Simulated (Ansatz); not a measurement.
Property card for Mg$_{2}$Sn

Level of theory: Ansatz 0.2.0, DFT PBE, scalar-relativistic, plane waves, PAW.

Cutoff 420 eV; k points 12×12×12 on the computed 3-atom cell (Γ-centred); Gaussian smearing, width 0.10 eV; no spin polarisation.

The structure is relaxed at this level of theory with its symmetry kept.

The structure is cubic, space group Fm-3m (No. 225). Conventional cell: a = 6.817 Å, b = 6.817 Å, c = 6.817 Å, α = 90.00°, β = 90.00°, γ = 90.00°. Mg (site symmetry -43m) is surrounded by 4 Sn at 2.95 Å. Around Sn (site symmetry m-3m) lie 8 Mg at 2.95 Å.

```
Volume per atom                                                   : 26.40 Å³
Formation energy from the elements' standard states (uncorrected) : -0.192 eV/atom
Kohn–Sham band gap                                                : none (metal)
Density of states at the Fermi level                              : 0.19 states/eV per cell (so small that it hangs on the mesh: a semimetal, or crossings between mesh points)
Löwdin character within 0.5 eV of the Fermi level                 : Sn 5p 47 %, Mg 3s 32 %, unprojected 21 %
Bader charges (e)                                                 : Mg (2 in the cell) 1.41, Sn (1 in the cell) -2.81
```